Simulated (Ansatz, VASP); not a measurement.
# Tl in VASP and in Ansatz

The input INCAR:

```
SYSTEM = Tl
PREC     = Accurate       ! precision mode
ENCUT    = 600            ! plane-wave cutoff, eV
EDIFF    = 1E-7           ! SCF threshold, eV
ISMEAR   = -1             ! smearing method
SIGMA    = 0.1            ! smearing width, eV
LREAL    = .FALSE.        ! projectors in reciprocal space
LASPH    = .TRUE.         ! aspherical terms in the spheres
NELM     = 60             ! most SCF steps
ALGO     = Normal         ! electronic algorithm
ISIF     = 3              ! what is computed and relaxed
LWAVE    = .FALSE.        ! write WAVECAR
LCHARG   = .FALSE.        ! write CHGCAR
GGA      = PS             ! functional
IBRION   = 2              ! ionic algorithm
NSW      = 80             ! ionic steps
EDIFFG   = -0.01          ! ionic threshold
```

Contents of KPOINTS:

```
Automatic mesh
0
G
  12 12 12
  0 0 0
```

Contents of POSCAR:

```
Tl
1.0
   -1.9137783729      1.9137783729      1.9137783729
    1.9137783729     -1.9137783729      1.9137783729
    1.9137783729      1.9137783729     -1.9137783729
Tl
1
Direct
    0.0000000000      0.0000000000      0.0000000000
```

Input for Ansatz:

```yaml
crystal:
  lattice:
    - [-1.9137783729, 1.9137783729, 1.9137783729]
    - [1.9137783729, -1.9137783729, 1.9137783729]
    - [1.9137783729, 1.9137783729, -1.9137783729]
  atoms:
    - { symbol: Tl, position: [0.0, 0.0, 0.0] }
hamiltonian:
  xc: pbesol
  pseudopotentials:
    kind: paw
    azcp:
      Tl: "pseudopotentials/Tl.paw.azcp"
basis:
  ecutwfc: 420
  fft_grid_basis: typed
kpoints:
  mp_grid: { grid: [12, 12, 12], shift: [0, 0, 0] }
magnetization:
  spin_polarized: false
scf:
  occupations: { method: fermi_dirac, width: 0.1 }
relax:
  max_steps: 60
  f_tol: 0.01
  cell: {}
```

The cell was built by a generator and needn't be a form met in nature.

Alike in both runs: task relaxation of cell and atoms; functional PBEsol; k mesh 12 × 12 × 12; occupations fermi-dirac, width 0.1 eV; no spin polarisation.

```csv
,VASP,Ansatz
version,VASP 6.6.1,Ansatz 0.2.0
potentials or method,"VASP PAW PBE potentials, release 64 (Tl_d)","plane waves (420 eV) with PAW, scalar-relativistic"
plane-wave cutoff (eV),600,420
valence electrons in the cell,13,13
```

|  | VASP | Ansatz | Ansatz less VASP |
| --- | --- | --- | --- |
| relaxed volume (Å³/atom) | 28.58 | 28.60 | +0.018 |
| relaxed cell length with the largest relative difference (Å) | 3.336 | 3.337 | +0.0007 |
| energy change over the relaxation (meV/atom) | -1 | -1 | 0.0 |

Ansatz warned: «pseudo_functional_mismatch».

Caveats: the PAW data sets were made with another functional, which shifts forces and pressure a little (VASP). Spin-orbit coupling is left out, which matters for the levels of Tl.
